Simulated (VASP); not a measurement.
# Quasiparticle energies of AlN in VASP, part 3 of 4

Aim: the quasiparticle gap of AlN, and what it costs to get it. The cell has space group P6_3/mmc, a computed entry that need not be the common form of this compound. The start is a computed cell from the Materials Project.

VASP 6.6.1, plane waves and PAW; the level of theory is named at each step.

So far, gap on the k-mesh (eV): step 4 (empty bands) 3.28.

## Step 5: G0W0, bands in the sums 36

This step: G0W0 on LDA; plane waves and PAW (Al_GW, N_GW) (VASP 6.6.1).

One pass of GW corrects the levels to first order, with G and W from the starting orbitals.

Input file INCAR:

```
SYSTEM = AlN
PREC = Accurate
ENCUT = 450
ISMEAR = 0
SIGMA = 0.01
LREAL = .FALSE.
GGA = CA
NBANDS = 36
ALGO = EVGW0
NELMGW = 1
ENCUTGW = 180
NOMEGA = 48
PRECFOCK = Fast
NBANDSGW = 16
LWAVE = .FALSE.
LCHARG = .FALSE.
```

Input file POSCAR:

```
AlN
1.0
    3.3121157418      0.0000000000      0.0000000000
   -1.6560578709      2.8683763727      0.0000000000
    0.0000000000      0.0000000000      4.1875630000
Al N
2 2
Direct
    0.6666666667      0.3333333333      0.2500000000
    0.3333333333      0.6666666667      0.7500000000
    0.6666666667      0.3333333333      0.7500000000
    0.3333333333      0.6666666667      0.2500000000
```

Input file KPOINTS:

```
Automatic mesh
0
Gamma
6 6 4
0 0 0
```

The projector-augmented-wave data sets are Al_GW and N_GW (LDA family, release 64).

Started as:

```sh
> mpirun -np 4 vasp_std
```

The program printed:

```text
[banner, memory and clock lines left out]
running    4 mpi-ranks, on    1 nodes
 distrk:  each k-point on    4 cores,    1 groups
 distr:  one band on    1 cores,    4 groups

 POSCAR found type information on POSCAR AlN
 POSCAR found :  2 types and       4 ions
|                                                                             |
|           W    W    AA    RRRRR   N    N  II  N    N   GGGG   !!!           |
|           W    W   A  A   R    R  NN   N  II  NN   N  G    G  !!!           |
|           W    W  A    A  R    R  N N  N  II  N N  N  G       !!!           |
|           W WW W  AAAAAA  RRRRR   N  N N  II  N  N N  G  GGG   !            |
|           WW  WW  A    A  R   R   N   NN  II  N   NN  G    G                |
|           W    W  A    A  R    R  N    N  II  N    N   GGGG   !!!           |
|                                                                             |
|     The default for ENCUTGWSOFT is different in this version of VASP.       |
|     please manually set ENCUTGWSOFT =180 in the INCAR file.                 |
|                                                                             |

 LDA part: xc-table for (Slater(with rela. corr.)+CA(PZ))
 , standard interpolation
 found WAVECAR, reading the header
 POSCAR, INCAR and KPOINTS ok, starting setup
 FFT: planning ... GRIDC
 FFT: planning ... GRID_SOFT
 FFT: planning ... GRID
 reading WAVECAR
 the WAVECAR file was read successfully
 initial charge from wavefunction
 available memory per node:    190.85 GB, setting MAXMEM to    195433

 The Fermi energy was updated, please check that it is located mid-gap
 values below the HOMO (VB) or above the LUMO (CB) will cause erroneous energies
 E-fermi :   8.4124

 calculate exact exchange contribution
 the WAVEDER file was read successfully
energies w=
    0.000    0.000    0.797    0.000    1.591    0.000    2.379    0.000
    3.158    0.000    3.925    0.000    4.680    0.000    5.422    0.000
    6.150    0.000    6.864    0.000    7.566    0.000    8.256    0.000
    8.936    0.000    9.608    0.000   10.274    0.000   10.937    0.000
   11.598    0.000   12.260    0.000   12.927    0.000   13.602    0.000
   14.287    0.000   14.986    0.000   15.704    0.000   16.446    0.000
   17.216    0.000   18.020    0.000   18.865    0.000   19.759    0.000
   20.711    0.000   21.734    0.000   22.840    0.000   24.046    0.000
   25.372    0.000   26.846    0.000   28.500    0.000   30.378    0.000
   32.535    0.000   35.050    0.000   38.027    0.000   41.615    0.000
   46.034    0.000   51.616    0.000   58.891    0.000   68.767    0.000
   82.919    0.000  104.843    0.000  143.231    0.000  227.346    0.000
 responsefunction array rank=     232
 LDA part: xc-table for (Slater(with rela. corr.)+CA(PZ))
 , standard interpolation

 min. memory requirement per mpi rank    161.5 MB, per node    645.8 MB

 allocating  12 responsefunctions rank=   232
 shmem allocating  48 responsefunctions rank=   232
 response function shared by NCSHMEM nodes    1
 Doing           12  frequencies on each core in blocks of           48
NQ=   1    0.0000    0.0000    0.0000,
|.........|.........|.........|.........|.........|.........|.........|.........
 performed         88000 updates of chi_q(r,r)
 total number of BLAS operations         35.93 Gflops
NQ=   2    0.1667    0.0000    0.0000,
|.........|.........|.........|.........|.........|.........|.........|.........
 performed        263000 updates of chi_q(r,r)
 total number of BLAS operations        102.50 Gflops
NQ=   3    0.3333   -0.0000    0.0000,
|.........|.........|.........|.........|.........|.........|.........|.........
 performed        438000 updates of chi_q(r,r)
 total number of BLAS operations        169.07 Gflops
NQ=   4    0.5000    0.0000    0.0000,
|.........|.........|.........|.........|.........|.........|.........|.........
 performed        562000 updates of chi_q(r,r)
 total number of BLAS operations        221.72 Gflops
NQ=   5    0.1667    0.1667    0.0000,
|.........|.........|.........|.........|.........|.........|.........|.........
 performed        737000 updates of chi_q(r,r)
 total number of BLAS operations        290.14 Gflops
NQ=   6    0.3333    0.1667    0.0000,
|.........|.........|.........|.........|.........|.........|.........|.........
 performed        939000 updates of chi_q(r,r)
 total number of BLAS operations        368.65 Gflops
NQ=   7    0.3333    0.3333    0.0000,
|.........|.........|.........|.........|.........|.........|.........|.........
 performed       1047000 updates of chi_q(r,r)
 total number of BLAS operations        413.68 Gflops
NQ=   8    0.0000    0.0000    0.2500,
|.........|.........|.........|.........|.........|.........|.........|.........
 performed       1155000 updates of chi_q(r,r)
 total number of BLAS operations        459.91 Gflops
NQ=   9    0.1667    0.0000    0.2500,
|.........|.........|.........|.........|.........|.........|.........|.........
 performed       1350000 updates of chi_q(r,r)
 total number of BLAS operations        537.82 Gflops
NQ=  10    0.3333   -0.0000    0.2500,
|.........|.........|.........|.........|.........|.........|.........|.........
 performed       1545000 updates of chi_q(r,r)
 total number of BLAS operations        611.60 Gflops
NQ=  11    0.5000    0.0000    0.2500,
|.........|.........|.........|.........|.........|.........|.........|.........
 performed       1720000 updates of chi_q(r,r)
 total number of BLAS operations        675.75 Gflops
NQ=  12    0.1667    0.1667    0.2500,
|.........|.........|.........|.........|.........|.........|.........|.........
 performed       1936000 updates of chi_q(r,r)
 total number of BLAS operations        758.09 Gflops
NQ=  13    0.3333    0.1667    0.2500,
|.........|.........|.........|.........|.........|.........|.........|.........
 performed       2166000 updates of chi_q(r,r)
 total number of BLAS operations        846.49 Gflops
NQ=  14    0.3333    0.3333    0.2500,
|.........|.........|.........|.........|.........|.........|.........|.........
 performed       2290000 updates of chi_q(r,r)
 total number of BLAS operations        892.93 Gflops
NQ=  15    0.0000    0.0000    0.5000,
|.........|.........|.........|.........|.........|.........|.........|.........
 performed       2378000 updates of chi_q(r,r)
 total number of BLAS operations        925.43 Gflops
NQ=  16    0.1667    0.0000    0.5000,
|.........|.........|.........|.........|.........|.........|.........|.........
 performed       2553000 updates of chi_q(r,r)
 total number of BLAS operations        995.71 Gflops
NQ=  17    0.3333   -0.0000    0.5000,
|.........|.........|.........|.........|.........|.........|.........|.........
 performed       2728000 updates of chi_q(r,r)
 total number of BLAS operations       1061.07 Gflops
NQ=  18    0.5000    0.0000    0.5000,
|.........|.........|.........|.........|.........|.........|.........|.........
 performed       2852000 updates of chi_q(r,r)
 total number of BLAS operations       1105.81 Gflops
NQ=  19    0.1667    0.1667    0.5000,
|.........|.........|.........|.........|.........|.........|.........|.........
 performed       3027000 updates of chi_q(r,r)
 total number of BLAS operations       1174.84 Gflops
NQ=  20    0.3333    0.1667    0.5000,
|.........|.........|.........|.........|.........|.........|.........|.........
 performed       3229000 updates of chi_q(r,r)
 total number of BLAS operations       1250.52 Gflops
NQ=  21    0.3333    0.3333    0.5000,
|.........|.........|.........|.........|.........|.........|.........|.........
 performed       3337000 updates of chi_q(r,r)
 total number of BLAS operations       1290.94 Gflops
 resolving degeneracies of screened two electron integrals

 calculate QP shifts <psi_nk| G(iteration)W_0 |psi_nk>: iteration 1
 entering main loop
```

Run time: 99 s. Hardware: 4 MPI ranks of AMD EPYC 7R43, shared host; peak memory 0.77 GiB.

Parts of OUTCAR (step 5):

```text
   k-points           NKPTS =     21   k-points in BZ     NKDIM =    144   number of bands    NBANDS=     36

   NELECT =      16.0000    total number of electrons

 E-fermi :   8.4124

 QP shifts <psi_nk| G(iteration)W_0 |psi_nk>: iteration 1
 for sc-GW calculations column KS-energies equals QP-energies in previous step
 and V_xc(KS)=  KS-energies - (<T + V_ion + V_H > + <T+V_H+V_ion>^1  + <V_x>^1)
 k-point   1 :       0.0000    0.0000    0.0000
  band No.  KS-energies  QP-energies   sigma(KS)   V_xc(KS)     V^pw_x(r,r')   Z            occupation Imag(sigma)
    ...
      5       3.5005       3.2021     -16.2300     -15.8430     -20.2208       0.7710       2.0000       0.1174
      6       5.1670       5.0503     -16.7860     -16.6366     -20.4578       0.7812       2.0000       0.0981
      7       5.1670       5.0503     -16.7860     -16.6366     -20.4578       0.7812       2.0000       0.0981
      8       6.7726       6.9077     -17.3115     -17.4831     -20.8606       0.7873       2.0000       0.0860
      9      10.0523      11.3906     -10.9477     -12.5945      -7.7136       0.8127       0.0000      -0.0706
     10      11.0107      12.6659      -8.9696     -10.9743      -5.4316       0.8257       0.0000      -0.0743
     11      14.8137      16.5643      -8.3652     -10.5191      -4.2243       0.8127       0.0000      -0.1070
     12      14.8137      16.5643      -8.3652     -10.5191      -4.2243       0.8127       0.0000      -0.1070
    ...

 k-point   2 :       0.1667    0.0000    0.0000
  band No.  KS-energies  QP-energies   sigma(KS)   V_xc(KS)     V^pw_x(r,r')   Z            occupation Imag(sigma)
    ...
      5       3.0992       2.7421     -15.9359     -15.4710     -19.9660       0.7681       2.0000       0.1230
      6       4.2308       3.9894     -16.0990     -15.7886     -19.7577       0.7777       2.0000       0.1055
      7       5.2877       5.1929     -16.9374     -16.8160     -20.6251       0.7810       2.0000       0.0971
      8       6.2480       6.2953     -16.9281     -16.9883     -20.5211       0.7858       2.0000       0.0902
      9      11.1620      12.6629     -11.2616     -13.1243      -7.9949       0.8058       0.0000      -0.0759
     10      12.0098      13.7547      -9.4769     -11.6090      -5.8573       0.8184       0.0000      -0.0803
     11      14.0293      15.8000      -9.1208     -11.2987      -5.1492       0.8130       0.0000      -0.0978
     12      15.6554      17.4296      -8.4083     -10.6122      -4.1039       0.8050       0.0000      -0.1217
    ...

[... 8 parts as in an earlier step ...]

[... 7 further parts left out ...]
```

This step gave:

- quasiparticle gap on the mesh: 4.483 eV
- smallest direct quasiparticle gap on the mesh: 4.483 eV
- gap of the starting orbitals on the mesh: 3.280 eV

GW takes the gap from 3.280 to 4.483 eV. The value holds for 36 bands, ENCUTGW = 180 eV and this mesh, and isn't shown to be converged in them.

## Step 6: Empty bands

This step: LDA; plane waves and PAW (Al_GW, N_GW) (VASP 6.6.1).

The empty bands are made again, for the run that follows.

Input file INCAR:

```
SYSTEM = AlN
PREC = Accurate
ENCUT = 450
ISMEAR = 0
SIGMA = 0.01
LREAL = .FALSE.
GGA = CA
NBANDS = 68
ALGO = Exact
NELM = 1
LWAVE = .TRUE.
LCHARG = .FALSE.
LOPTICS = .TRUE.
NEDOS = 1000
CSHIFT = 0.1
```

POSCAR is that of step 5.

KPOINTS is that of step 5.

Started as:

```sh
> mpirun -np 4 vasp_std
```

The program printed:

```text
[banner, memory and clock lines left out]
running    4 mpi-ranks, on    1 nodes
[...]
LDA part: xc-table for (Slater(with rela. corr.)+CA(PZ))
 , standard interpolation
 found WAVECAR, reading the header
  number of bands has changed, file:    14 present:    68
  trying to continue reading WAVECAR, but it might fail
 POSCAR, INCAR and KPOINTS ok, starting setup
[...]
reading WAVECAR
 random initialization beyond band           14
 the WAVECAR file was read successfully
 initial charge from wavefunction
 entering main loop
       N       E                     dE             d eps       ncg     rms          rms(c)
DIA:   1    -0.324809367254E+02   -0.32481E+02    0.00000E+00     0   0.000E+00
   1 F= -.32480937E+02 E0= -.32480937E+02  d E =-.252238E-51
 writing wavefunctions
 optical routines
 imaginary and real dielectric function
 recalculating local potential from charge density
 direction            1
 direction            2
 direction            3
```

Wall time 15 s (4 MPI ranks); peak memory 0.71 GiB; 58 s of CPU time.

From OUTCAR (step 6):

```text
  Total       -2.5904238     -2.5904238     -2.7013955      0.0000000      0.0000000      0.0000000
  in kB     -104.3225997   -104.3225997   -108.7916977      0.0000000      0.0000000      0.0000000
  external PRESSURE =    -105.8122990 kB  Pullay stress =       0.0000000 kB

 POSITION                                       TOTAL-FORCE (eV/Angst)
 -----------------------------------------------------------------------------------
      1.65606      0.95613      1.04689         0.000000     -0.000000      0.000000
     -0.00000      1.91225      3.14067        -0.000000      0.000000      0.000000
      1.65606      0.95613      3.14067        -0.000000      0.000000      0.000000
     -0.00000      1.91225      1.04689         0.000000     -0.000000      0.000000
 -----------------------------------------------------------------------------------
    total drift:                               -0.000000     -0.000000     -0.000000

  FREE ENERGIE OF THE ION-ELECTRON SYSTEM (eV)
  ---------------------------------------------------
  free  energy   TOTEN  =       -32.4809367254 eV

  energy  without entropy=      -32.4809367254  energy(sigma->0) =      -32.48093673

[... 1 part as in an earlier step ...]

[... 2 further parts left out ...]
[key lines of the parts left out:]
E-fermi :   6.8768
```

WAVECAR now holds 68 bands for 16 electrons.

## Step 7: G0W0, bands in the sums 68

This step: G0W0 on LDA; plane waves and PAW (Al_GW, N_GW) (VASP 6.6.1).

The sums now run over 68 bands at the same response cutoff.

Input file INCAR:

```
SYSTEM = AlN
PREC = Accurate
ENCUT = 450
ISMEAR = 0
SIGMA = 0.01
LREAL = .FALSE.
GGA = CA
NBANDS = 68
ALGO = EVGW0
NELMGW = 1
ENCUTGW = 180
NOMEGA = 48
PRECFOCK = Fast
NBANDSGW = 16
LWAVE = .FALSE.
LCHARG = .FALSE.
```

POSCAR is that of step 6.

KPOINTS is that of step 6.

Started as:

```sh
> mpirun -np 4 vasp_std
```

The program printed:

```text
[banner, memory and clock lines left out]
running    4 mpi-ranks, on    1 nodes
[...]
[... a notice as in an earlier step ...]

 LDA part: xc-table for (Slater(with rela. corr.)+CA(PZ))
 , standard interpolation
 found WAVECAR, reading the header
 POSCAR, INCAR and KPOINTS ok, starting setup
[...]
reading WAVECAR
 the WAVECAR file was read successfully
 initial charge from wavefunction
 available memory per node:    191.54 GB, setting MAXMEM to    196132

 The Fermi energy was updated, please check that it is located mid-gap
 values below the HOMO (VB) or above the LUMO (CB) will cause erroneous energies
 E-fermi :   8.4124

 calculate exact exchange contribution
 the WAVEDER file was read successfully
energies w=
    0.000    0.000    0.797    0.000    1.590    0.000    2.377    0.000
    3.155    0.000    3.922    0.000    4.676    0.000    5.417    0.000
    6.144    0.000    6.858    0.000    7.559    0.000    8.248    0.000
[...]
total number of BLAS operations       1983.28 Gflops
NQ=  17    0.3333   -0.0000    0.5000,
|.........|.........|.........|.........|.........|.........|.........|.........
 performed       5437000 updates of chi_q(r,r)
 total number of BLAS operations       2112.85 Gflops
NQ=  18    0.5000    0.0000    0.5000,
|.........|.........|.........|.........|.........|.........|.........|.........
 performed       5688000 updates of chi_q(r,r)
 total number of BLAS operations       2203.23 Gflops
NQ=  19    0.1667    0.1667    0.5000,
|.........|.........|.........|.........|.........|.........|.........|.........
 performed       6035000 updates of chi_q(r,r)
 total number of BLAS operations       2340.10 Gflops
NQ=  20    0.3333    0.1667    0.5000,
|.........|.........|.........|.........|.........|.........|.........|.........
 performed       6434000 updates of chi_q(r,r)
 total number of BLAS operations       2489.16 Gflops
NQ=  21    0.3333    0.3333    0.5000,
|.........|.........|.........|.........|.........|.........|.........|.........
 performed       6654000 updates of chi_q(r,r)
 total number of BLAS operations       2571.62 Gflops
 resolving degeneracies of screened two electron integrals

 calculate QP shifts <psi_nk| G(iteration)W_0 |psi_nk>: iteration 1
 entering main loop
```

It took 2.7 min on 4 MPI ranks; peak memory 0.89 GiB; 11 min of CPU time.

From OUTCAR (step 7):

```text
 QP shifts <psi_nk| G(iteration)W_0 |psi_nk>: iteration 1
 for sc-GW calculations column KS-energies equals QP-energies in previous step
 and V_xc(KS)=  KS-energies - (<T + V_ion + V_H > + <T+V_H+V_ion>^1  + <V_x>^1)
 k-point   1 :       0.0000    0.0000    0.0000
  band No.  KS-energies  QP-energies   sigma(KS)   V_xc(KS)     V^pw_x(r,r')   Z            occupation Imag(sigma)
    ...
      5       3.5005       2.9132     -16.6063     -15.8430     -20.2208       0.7693       2.0000       0.1029
      6       5.1670       4.7336     -17.1923     -16.6366     -20.4578       0.7798       2.0000       0.0845
      7       5.1670       4.7336     -17.1923     -16.6366     -20.4578       0.7798       2.0000       0.0845
      8       6.7726       6.5188     -17.8064     -17.4831     -20.8606       0.7851       2.0000       0.0700
      9      10.0523      11.1290     -11.2684     -12.5945      -7.7136       0.8119       0.0000      -0.0743
     10      11.0107      12.3801      -9.3118     -10.9743      -5.4316       0.8237       0.0000      -0.0786
     11      14.8137      16.2304      -8.7694     -10.5191      -4.2243       0.8097       0.0000      -0.1108
     12      14.8137      16.2304      -8.7694     -10.5191      -4.2243       0.8097       0.0000      -0.1108
    ...

[... 1 part as in an earlier step ...]

[... 2 further parts left out ...]
[key lines of the parts left out:]
E-fermi :   8.4124
```

The gap is now 4.610 eV, +127 meV against the GW run before.

## Step 8: Empty bands

This step: LDA; plane waves and PAW (Al_GW, N_GW) (VASP 6.6.1).

The empty bands are made again, for the run that follows.

Input file INCAR:

```
SYSTEM = AlN
PREC = Accurate
ENCUT = 450
ISMEAR = 0
SIGMA = 0.01
LREAL = .FALSE.
GGA = CA
NBANDS = 132
ALGO = Exact
NELM = 1
LWAVE = .TRUE.
LCHARG = .FALSE.
LOPTICS = .TRUE.
NEDOS = 1000
CSHIFT = 0.1
```

POSCAR is that of step 7.

KPOINTS is that of step 7.

Started as:

```sh
> mpirun -np 4 vasp_std
```

The program printed:

```text
[banner, memory and clock lines left out]
running    4 mpi-ranks, on    1 nodes
[...]
LDA part: xc-table for (Slater(with rela. corr.)+CA(PZ))
 , standard interpolation
 found WAVECAR, reading the header
  number of bands has changed, file:    14 present:   132
  trying to continue reading WAVECAR, but it might fail
 POSCAR, INCAR and KPOINTS ok, starting setup
[...]
reading WAVECAR
 random initialization beyond band           14
 the WAVECAR file was read successfully
 initial charge from wavefunction
 entering main loop
       N       E                     dE             d eps       ncg     rms          rms(c)
[... 1 cycle as in an earlier step ...]
   1 F= -.32480937E+02 E0= -.32480937E+02  d E =-.859236E-30
 writing wavefunctions
 optical routines
 imaginary and real dielectric function
 recalculating local potential from charge density
 direction            1
 direction            2
 direction            3
```

It took 17 s on 4 MPI ranks; peak memory 0.72 GiB; 64 s of CPU time.

Parts of OUTCAR (step 8):

```text
  Total       -2.5904238     -2.5904238     -2.7013955      0.0000000      0.0000000      0.0000000
  in kB     -104.3225996   -104.3225996   -108.7916977      0.0000000      0.0000000      0.0000000
  external PRESSURE =    -105.8122990 kB  Pullay stress =       0.0000000 kB

 POSITION                                       TOTAL-FORCE (eV/Angst)
 -----------------------------------------------------------------------------------
      1.65606      0.95613      1.04689        -0.000000      0.000000      0.000000
     -0.00000      1.91225      3.14067         0.000000     -0.000000      0.000000
      1.65606      0.95613      3.14067        -0.000000      0.000000      0.000000
     -0.00000      1.91225      1.04689        -0.000000      0.000000      0.000000
 -----------------------------------------------------------------------------------
    total drift:                               -0.000000     -0.000000     -0.000000

[... 3 parts as in an earlier step ...]

[... 2 further parts left out ...]
[key lines of the parts left out:]
E-fermi :   6.8494
```

WAVECAR now holds 132 bands for 16 electrons.

[end of part 3 of 4]

[Lines on the potential files, build, host, timing and source positions are cut from VASP's logs without a mark.]

[Logs are printed without paths, hosts, clocks, repeated set-up lines and the standing remarks that a program may print on its own settings, such as how far it seeks lower states.]

[Hosts, paths, dates, database ids (printed as entryN), source tags and the programs' standing remarks are cut or masked in the printed files.]

[Pressures printed for these runs are not shown converged in the cutoff: they can be off by several GPa and have the wrong sign.]

[In band tables of VASP the shares of atoms and orbitals are scaled to a sum of 1 inside the atoms' spheres.]
